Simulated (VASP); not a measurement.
## C in VASP 6.6.1, single-point calculation

INCAR

```
NBANDS = 11
ISMEAR = -1
NSW = 0
LWAVE = .FALSE.
EDIFF = 1E-7
MAGMOM = 2 -2
LASPH = .TRUE.
SIGMA = 0.02
LCHARG = .FALSE.
ISPIN = 2
ISIF = 2
METAGGA = RTPSS
NELM = 67
LREAL = .FALSE.
PREC = Accurate
IBRION = -1
LMAXMIX = 4
ENCUT = 520
```

KPOINTS

```
KPOINTS created by Atomic Simulation Environment
0
Gamma
12 12 12
0 0 0
```

POSCAR

```
C
 1.0000000000000000
     0.0000000000000000    1.7801241410999999    1.7112333367999999
     1.7801241410999999    0.0000000000000000    1.7112333367999999
     1.7801241410999999    1.7801241410999999    0.0000000000000000
 C
   2
Cartesian
  0.0000000000000000  0.0000000000000000  0.0000000000000000
  0.8900620705500000  0.8900620705500000  0.8556166683999998
```

The recommended PBE PAW datasets give the neutral cell 8 valence electrons.

Command

```
mpirun -np 1 vasp_std
```

**Question.** How does this run end, and what does it give?

**Answer.** It converged. Results: pressure 19.6 GPa; magnetic moment of the cell 0.00 μB.

OSZICAR

```
N       E                     dE             d eps       ncg     rms          rms(c)
DAV:   1    -0.852985619111E+00   -0.85299E+00   -0.50125E+03  7405   0.747E+02
DAV:   2    -0.199530838048E+02   -0.19100E+02   -0.18319E+02  9334   0.128E+02
DAV:   3    -0.203130126273E+02   -0.35993E+00   -0.35904E+00  8630   0.137E+01
DAV:   4    -0.203133776066E+02   -0.36498E-03   -0.36497E-03  7718   0.525E-01
DAV:   5    -0.203133778360E+02   -0.22942E-06   -0.22941E-06  8408   0.133E-02    0.700E+00
DAV:   6    -0.205980692230E+02   -0.28469E+00   -0.14309E+01  7188   0.372E+01    0.429E+00
DAV:   7    -0.205603516678E+02    0.37718E-01   -0.15861E-01  8600   0.373E+00    0.371E+00
DAV:   8    -0.203824595933E+02    0.17789E+00   -0.68823E-01  7407   0.556E+00    0.244E+00
DAV:   9    -0.204279339189E+02   -0.45474E-01   -0.38015E-02  7841   0.157E+00    0.987E-01
DAV:  10    -0.204306162538E+02   -0.26823E-02   -0.11178E-02  7965   0.622E-01    0.503E-01
DAV:  11    -0.204303119311E+02    0.30432E-03   -0.46491E-03  7523   0.469E-01    0.125E-01
DAV:  12    -0.204307318064E+02   -0.41988E-03   -0.45608E-04  7743   0.147E-01    0.639E-02
DAV:  13    -0.204307673331E+02   -0.35527E-04   -0.10945E-04  8154   0.577E-02    0.199E-02
DAV:  14    -0.204307749732E+02   -0.76401E-05   -0.22185E-05  7523   0.299E-02    0.764E-03
DAV:  15    -0.204307762120E+02   -0.12388E-05   -0.16653E-06  8029   0.107E-02    0.617E-03
DAV:  16    -0.204307758183E+02    0.39370E-06   -0.30314E-07  7847   0.386E-03    0.166E-03
DAV:  17    -0.204307756112E+02    0.20710E-06   -0.55005E-08  3736   0.192E-03    0.131E-04
DAV:  18    -0.204307755747E+02    0.36541E-07   -0.30618E-09  3664   0.587E-04
   1 F= -.20430776E+02 E0= -.20430776E+02  d E =-.208028E-11  mag=     0.0000
```

For comparison, a separate PBE run of the intended cell, on usual settings and not on those above, gives a gap of 3.24 eV on its mesh and a pressure of 24.1 GPa.
